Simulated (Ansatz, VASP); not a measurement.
# One calculation of W, two programs

```
W
1.0
     4.33026    0.00000    0.00000
    -2.16513    3.75012    0.00000
     0.00000    0.00000    5.04243
W
4
Direct
  0.00000 0.00000 0.00250
  0.00000 0.00000 0.50250
  0.33333 0.66667 0.00250
  0.66667 0.33333 0.50250
```

Alike in both runs: functional PBE; k mesh 6 × 6 × 2; occupations gaussian, width 0.1 eV; no spin polarisation.

Ansatz relaxed the structure, and its values are those at the end. VASP's run is a single point on that final structure, the one shown.

|  | VASP | Ansatz |
| --- | --- | --- |
| version | VASP 6.6.1 | Ansatz 0.2.0 |
| potentials or method | VASP PAW PBE potentials, release 64 (W_sv) | scalar-relativistic, plane waves, PAW |
| plane-wave cutoff (eV) | 520 | 420 |
| valence electrons in the cell | 56 | 56 |

|  | VASP | Ansatz | Ansatz less VASP |
| --- | --- | --- | --- |
| gap on the k mesh at the Fermi level (eV) | none | none | - |
| pressure (GPa) | 0.6 | -0.1 | -0.72 |

A gap of «none» marks a metal or a gap that the smearing closes.

Caveats: the k mesh is coarse (spacing up to 0.62 Å⁻¹), so the values aren't converged. Spin-orbit coupling is left out, which matters for the levels of W.
